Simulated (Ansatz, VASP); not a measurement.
## One calculation of InSe, two programs

Contents of INCAR:

```
SYSTEM = InSe
PREC     = Accurate       ! precision mode
ENCUT    = 520            ! plane-wave cutoff, eV
EDIFF    = 1E-7           ! SCF threshold, eV
ISMEAR   = -1             ! smearing method
SIGMA    = 0.05           ! smearing width, eV
LREAL    = .FALSE.        ! projectors in reciprocal space
LASPH    = .TRUE.         ! aspherical terms in the spheres
NELM     = 80             ! most SCF steps
ALGO     = Normal         ! electronic algorithm
ISIF     = 2              ! what is computed and relaxed
LWAVE    = .FALSE.        ! write WAVECAR
LCHARG   = .FALSE.        ! write CHGCAR
GGA      = PE             ! functional
NBANDS   = 16             ! bands
```

Contents of KPOINTS:

```
Automatic mesh
0
G
  7 7 7
  0 0 0
```

Contents of POSCAR:

```
InSe
1.0
    3.7032745556      0.0000000000      0.0000000000
    0.0000000000      3.7032745556      0.0000000000
    0.0000000000      0.0000000000      3.7032745556
In Se
1 1
Direct
    0.5000000000      0.5000000000      0.5000000000
    0.0000000000      0.0000000000      0.0000000000
```

File input.yaml:

```yaml
crystal:
  lattice:
    - [3.7032745556, 0.0, 0.0]
    - [0.0, 3.7032745556, 0.0]
    - [0.0, 0.0, 3.7032745556]
  atoms:
    - { symbol: In, position: [0.5, 0.5, 0.5] }
    - { symbol: Se, position: [0.0, 0.0, 0.0] }
hamiltonian:
  xc: pbe
  pseudopotentials: { kind: paw }
kpoints:
  mp_grid: { grid: [7, 7, 7] }
scf:
  occupations: { method: fermi_dirac, width: 0.05 }
output:
  forces: true
  stress: true
  eigenvalues: true
  write_density: true
  write_potential: true
  elf: true
  volumetric_format: npy
```

The cell was built by a generator and needn't be a form met in nature.

Alike in both runs: task single point; functional PBE; k mesh 7 × 7 × 7; occupations fermi-dirac, width 0.05 eV; no spin polarisation.

```csv
,VASP,Ansatz
version,VASP 6.6.1,Ansatz 0.2.0
potentials or method,"VASP PAW PBE potentials, release 64 (In_d, Se)",Ansatz PAW
plane-wave cutoff (eV),520,420
valence electrons in the cell,19,29
```

```tsv
	VASP	Ansatz	Ansatz less VASP
gap on the k mesh at the Fermi level (eV)	none	none	-
pressure (GPa)	-2.5	-2.5	0.00
```

A gap of «none» marks a metal or a gap that the smearing closes. The two sets of potentials don't hold the same shells in valence.
